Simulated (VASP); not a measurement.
# BN (R3m) in VASP: settings compared

One crystal, BN, is run at these levels: revPBE, BLYP, PW91, AM05; tasks: relaxation of cell and atoms.

All numbers are computed with VASP 6.6.1; they aren't measurements. Logs are shortened: lines on timing, memory, paths and dates and some standing lists are left out, and cuts for length are marked.

## Step 1: The structure

Symmetry: R3m, No. 160, trigonal system. Conventional cell: a = 2.502 Å, b = 2.502 Å, c = 10.119 Å, α = 90.00°, β = 90.00°, γ = 120.00°. N (site symmetry 3m) is surrounded by 3 B at 1.44 Å. B (site symmetry 3m) is surrounded by 3 N at 1.44 Å.

The cell is a database's computed one.

## Step 2: Relaxation of cell and atoms, revPBE

INCAR reads:

```
SYSTEM = BN
PREC = Accurate ; ENCUT = 600
EDIFF = 1E-6 ; ISMEAR = -1
SIGMA = 0.05 ; LREAL = .False.
LASPH = .True. ; NELM = 60
ALGO = Fast ; ISIF = 3
LWAVE = .False. ; LCHARG = .False.
GGA = RE ; IBRION = 2
NSW = 60 ; EDIFFG = -0.02
```

KPOINTS reads:

```
Automatic mesh
0
Gamma
  12 12 12
  0 0 0
```

POSCAR reads:

```
BN
1.0
    1.2511217832      0.7223354983      3.3729344033
   -1.2511217832      0.7223354983      3.3729344033
    0.0000000000     -1.4446709966      3.3729344033
N B
1 1
Direct
    0.6672382000      0.6672382000      0.6672382000
    0.0003288000      0.0003288000      0.0003288000
```

Potentials or basis: VASP PAW PBE potentials, release 64 (N, B).

On the command line:

```bash
$ cat potpaw_PBE.64/N/POTCAR potpaw_PBE.64/B/POTCAR > POTCAR
$ mpirun -np 1 vasp_std > vasp.out
```

OUTCAR:

```text
SYSTEM = BN
   PREC = Accurate
   ENCUT = 600
   EDIFF = 1E-6
   ISMEAR = -1
   LREAL = .False.
   LASPH = .True.
   NELM = 60
   ISIF = 3
   GGA = RE
   IBRION = 2
   NSW = 60
   EDIFFG = -0.02

 ion  position               nearest neighbor table
   1  0.667  0.667  0.667-   2 1.44   2 1.44   2 1.44
   2  0.000  0.000  0.000-   1 1.44   1 1.44   1 1.44

  LATTYP: Found a trigonal (rhomboedric) cell.
 ALAT       =     3.6692997666
 COS(alpha) =     0.7674786797

  Lattice vectors:

 A1 = (   1.2511217832,   0.7223354983,   3.3729344033)
 A2 = (  -1.2511217832,   0.7223354983,   3.3729344033)
 A3 = (   0.0000000000,  -1.4446709966,   3.3729344033)

Analysis of symmetry for initial positions (statically):
=====================================================================
 Subroutine PRICEL returns:
 Original cell was already a primitive cell.

 Routine SETGRP: Setting up the symmetry group for a
 trigonal (rhombohedral) supercell.

 Subroutine GETGRP returns: Found  6 space group operations
 (whereof  6 operations were pure point group operations)
 out of a pool of 12 trial point group operations.

The static configuration has the point symmetry C_3v.

Analysis of symmetry for dynamics (positions and initial velocities):
=====================================================================
 Subroutine PRICEL returns:
 Original cell was already a primitive cell.

 Routine SETGRP: Setting up the symmetry group for a
 trigonal (rhombohedral) supercell.

 Subroutine GETGRP returns: Found  6 space group operations
 (whereof  6 operations were pure point group operations)
 out of a pool of 12 trial point group operations.

The dynamic configuration has the point symmetry C_3v.

 Subroutine INISYM returns: Found  6 space group operations
 (whereof  6 operations are pure point group operations),
 and found     1 'primitive' translations

----------------------------------------------------------------------------------------

                                     Primitive cell

  volume of cell :      18.2893

  direct lattice vectors                    reciprocal lattice vectors
     1.251121783  0.722335498  3.372934403     0.399641351  0.230733042  0.098825916
    -1.251121783  0.722335498  3.372934403    -0.399641351  0.230733042  0.098825916
     0.000000000 -1.444670997  3.372934403     0.000000000 -0.461466083  0.098825916

  length of vectors
     3.669299767  3.669299767  3.669299767     0.471929558  0.471929558  0.471929558

  position of ions in fractional coordinates (direct lattice)
     0.667238200  0.667238200  0.667238200
     0.000328800  0.000328800  0.000328800

  ion indices of the primitive-cell ions
   primitive index   ion index
                 1           1
                 2           2

[... 106 lines left out ...]
  volume of cell :       18.29
 maximum number of plane-waves:       624
 NGX is ok and might be reduce to    30
   NGX = 15   NGY = 15   NGZ = 15

--------------------------------------- Ionic step        1  -------------------------------------------

 number of electron       8.0000000 magnetization

 Free energy of the ion-electron system (eV)
  ---------------------------------------------------
  ext. energy  EPLUGINS =         0.00000000
  ---------------------------------------------------
  free energy    TOTEN  =       -16.97194477 eV

  energy without entropy =      -16.97194477  energy(sigma->0) =      -16.97194477

------------------------ aborting loop because EDIFF is reached ----------------------------------------

  FORCE on cell =-STRESS in cart. coord.  units (eV):
  Direction    XX          YY          ZZ          XY          YZ          ZX
  --------------------------------------------------------------------------------------
  -------------------------------------------------------------------------------------
  Total        0.8981092      0.8981092      0.4374381      0.0000000      0.0000000      0.0000000
  in kB       78.6759574     78.6759574     38.3203562      0.0000000      0.0000000      0.0000000
  external PRESSURE =      65.2240904 kB  Pullay stress =       0.0000000 kB
[... 89 lines left out ...]
  FREE ENERGIE OF THE ION-ELECTRON SYSTEM (eV)
  ---------------------------------------------------
  free  energy   TOTEN  =       -16.9800576937 eV

  energy  without entropy=      -16.9800576936  energy(sigma->0) =      -16.98005769

 E-fermi :   2.8362     XC(G=0):  -9.4487

 val. band max:        1.8189580131   @ k =  -0.3333   0.3333   0.0000
 cond. band min:       6.2148532944   @ k =   0.5000   0.5000  -0.0000
 fundamental gap:      4.3958952813
 Fermi energy:         2.8361527757

 k-point     1 :       0.0000    0.0000    0.0000
  band No.  band energies     occupation
      1     -15.8468      2.00000
      2      -2.4514      2.00000
      3       0.5042      2.00000
      4       0.5042      2.00000
      5       6.9933      0.00000
      6      13.3187      0.00000
      7      13.3187      0.00000
      8      14.6734      0.00000
[... 243 lines left out ...]
 k-point    24 :      -0.4167    0.1667    0.0000
  band No.  band energies     occupation
      1     -12.5158      2.00000
      2      -6.6845      2.00000
      3      -3.5695      2.00000
      4       1.4631      2.00000
      5       6.9365      0.00000
      6      13.1887      0.00000
      7      15.2901      0.00000
      8      16.1330      0.00000

 [... further k-points ...]

[... ionic steps 4 to 7 ...]

--------------------------------------- Ionic step        8  -------------------------------------------

 number of electron       7.9999999 magnetization

------------------------ aborting loop because EDIFF is reached ----------------------------------------
[... 67 lines left out ...]
--------------------------------------- Ionic step       10  -------------------------------------------

 number of electron       7.9999999 magnetization

 Free energy of the ion-electron system (eV)
  ---------------------------------------------------
  ext. energy  EPLUGINS =         0.00000000
  ---------------------------------------------------
  free energy    TOTEN  =       -17.01697813 eV

  energy without entropy =      -17.01697813  energy(sigma->0) =      -17.01697813

 E-fermi :   1.9104     XC(G=0):  -8.5741

 val. band max:        0.9220566743   @ k =  -0.1667   0.5000   0.1667
 cond. band min:       5.5096102448   @ k =   0.5000   0.5000  -0.0000
 fundamental gap:      4.5875535704
 Fermi energy:         1.9103715007

 k-point     1 :       0.0000    0.0000    0.0000
  band No.  band energies     occupation
      1     -16.7034      2.00000
      2      -3.8067      2.00000
      3      -0.4178      2.00000
      4      -0.4178      2.00000
      5       5.6929      0.00000
      6      12.3908      0.00000
      7      12.3908      0.00000
      8      13.4172      0.00000
[... 282 lines left out ...]
  FREE ENERGIE OF THE ION-ELECTRON SYSTEM (eV)
  ---------------------------------------------------
  free  energy   TOTEN  =       -17.0169781343 eV

  energy  without entropy=      -17.0169781343  energy(sigma->0) =      -17.01697813

 reached required accuracy - stopping structural energy minimisation
```

OSZICAR:

```text
N       E                     dE             d eps       ncg     rms          rms(c)
DAV:   1     0.181216974563E+02    0.18122E+02   -0.52074E+03  3072   0.105E+03
[... 98 lines left out ...]
RMM:   2    -0.170186126146E+02    0.42135E-01   -0.82679E-02  3024   0.266E+00    0.380E-01
RMM:   3    -0.170177178071E+02    0.89481E-03   -0.17944E-02  3024   0.138E+00    0.155E-01
RMM:   4    -0.170170921890E+02    0.62562E-03   -0.18563E-03  3024   0.464E-01    0.700E-02
RMM:   5    -0.170169680031E+02    0.12419E-03   -0.37915E-04  3024   0.212E-01    0.359E-02
RMM:   6    -0.170169991766E+02   -0.31173E-04   -0.11996E-04  3026   0.105E-01    0.363E-02
RMM:   7    -0.170169782170E+02    0.20960E-04   -0.64445E-05  3024   0.838E-02    0.369E-03
RMM:   8    -0.170169781343E+02    0.82704E-07   -0.38535E-06  2762   0.299E-02
  10 F= -.17016978E+02 E0= -.17016978E+02  d E =-.238805E-03
```

Run time: 4.2 min. Hardware: 1 thread of Intel Xeon Platinum 8488C (Sapphire Rapids), shared host; peak memory 0.19 GiB.

Results:

| Quantity | Value |
| --- | --- |
| Free energy | -17.0170 eV |
| Relaxed volume | 11.03 Å³/atom |
| Relaxed cell | a = 4.263 Å, b = 4.263 Å, c = 4.263 Å, α = 34.40°, β = 34.40°, γ = 34.40° |
| Space group after relaxing (to 0.05 Å) | R3m (No. 160) |
| Energy gained by relaxing | 22.5 meV/atom |
| Ionic steps | 10 |
| Pressure after relaxing | -0.1 GPa |
| Largest force after relaxing | 0.009 eV/Å |
| Band gap on the k mesh | 4.59 eV, indirect (least direct gap 4.68 eV) |

Forces in eV/Å, atoms in the order of the input:
```
N    0.000  0.000  0.009
B    0.000  0.000 -0.009
```

Stress tensor (GPa, compression positive):
```
-0.14  0.00  0.00
 0.00 -0.14  0.00
 0.00  0.00  0.12
```

Step by step:
```tsv
step	energy change (eV)	largest force (eV/Å)	pressure (GPa)	volume (Å³)
1	0.0000	0.0033	6.52	18.29
2	0.0122	0.0005	-7.84	19.29
3	-0.0081	0.0018	0.54	18.67
4	-0.0120	0.0029	0.55	18.85
5	-0.0220	0.0036	0.60	19.38
6	-0.0361	0.0017	0.72	20.45
7	-0.0439	0.0274	0.74	22.57
8	-0.0448	0.0194	0.80	21.96
9	-0.0246	0.0770	-7.11	23.03
10	-0.0450	0.0086	-0.05	22.06
```

Final structure:
```cif
data_structure
_symmetry_space_group_name_H-M 'P 1'
_symmetry_Int_Tables_number 1
_cell_length_a 4.2630
_cell_length_b 4.2630
_cell_length_c 4.2630
_cell_angle_alpha 34.405
_cell_angle_beta 34.405
_cell_angle_gamma 34.405
_cell_volume 22.06
loop_
_atom_site_label
_atom_site_type_symbol
_atom_site_fract_x
_atom_site_fract_y
_atom_site_fract_z
_atom_site_occupancy
N1 N 0.66710 0.66710 0.66710 1
B1 B 0.00047 0.00047 0.00047 1
```

Caveat: the volume moved by over 15 % at a fixed basis, so the end points are rough; the PAW data sets were made with another functional, which shifts forces and pressure a little. A k mesh can miss the band edges.

[end of part 1 of 2]
